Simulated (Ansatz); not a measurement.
# A sublattice moved along a line in AlN

These are results of Ansatz 0.2.0, DFT r2SCAN, scalar-relativistic, plane waves, PAW, not measurements. Cutoff 500 eV, Γ-centred 10×10×10 k-points, Gaussian smearing of 0.05 eV. No spin polarisation. Energies are free energies at this smearing, counted from the undisturbed cell; pressure is positive in compression.

Reference structure (as given, not relaxed at this level; it stands at 0.3 GPa; this zinc-blende form isn't the usual structure):

```
Al N
1.0
     0.00000    2.18399    2.18399
     2.18399    0.00000    2.18399
     2.18399    2.18399    0.00000
Al N
1 1
Cartesian
  0.0000 0.0000 0.0000
  3.2760 3.2760 3.2760
```

Every Al atom is moved by x along the Cartesian unit vector (0.000, -0.707, -0.707); the cell and all other atoms stay fixed.

| x (Å) | ΔE (meV/cell) |
| --- | --- |
| -0.3000 | 724.1 |
| -0.1500 | 171.7 |
| 0.0000 | 0.0 |
| 0.0375 | 10.5 |
| 0.0750 | 42.3 |
| 0.1125 | 95.8 |
| 0.1875 | 271.1 |
| 0.2250 | 395.2 |
| 0.2625 | 545.6 |

**Question.** Predict the pressure (GPa) at each point.

**Answer.**
```
  x (Å) pressure (GPa)
-0.3000            12.2
-0.1500             3.1
 0.0000             0.3
 0.0375             0.4
 0.0750             1.0
 0.1125             1.9
 0.1875             4.8
 0.2250             6.8
 0.2625             9.3
```